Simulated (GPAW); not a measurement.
Pb:

```
Pb
1.0
     3.03861   -1.75032    0.00000
     3.03861    1.75032    0.00000
    -2.11546    0.00000    6.09522
Pb
2
Direct
  0.90851 0.90851 0.72629
  0.09149 0.09149 0.27371
```

This isn't the form of Pb at room conditions, which is fcc.

- Program: GPAW 26.7.0
- Task: single point
- Functional: PBEsol
- Potentials or basis: PAW data sets generated in the run's folder for this functional
- Cutoff: 600 eV
- Basis: pw
- k mesh: 9 × 9 × 5
- Occupations: fermi-dirac, width 0.05 eV
- Spin: no spin polarisation

On this cell: pressure -2.0 GPa; largest force 0.145 eV/Å; band gap on the k mesh none (metal or under the smearing width).

The same run follows on a disturbed copy (atoms moved at random, drawn with an rms of 0.05 Å):

```
CELL_PARAMETERS angstrom
3.03861 -1.75032 0.00000
3.03861 1.75032 0.00000
-2.11546 0.00000 6.09522
ATOMIC_POSITIONS crystal
Pb 0.89920 0.91261 0.72889
Pb 0.09341 0.08248 0.27147
```

Question: What does the disturbed cell give?

Answer: The energy (extrapolated to zero smearing) moves by +2.7 meV/atom; pressure -2.1 GPa; largest force 0.201 eV/Å; band gap on the k mesh none (metal or under the smearing width).

Forces on the atoms (eV/Å):
```
Pb   0.026 -0.010 -0.199
Pb  -0.026  0.010  0.199
```

Stress tensor (GPa, compression positive):
```
-2.12 -0.05 -0.01
-0.05 -2.15 -0.10
-0.01 -0.10 -2.12
```
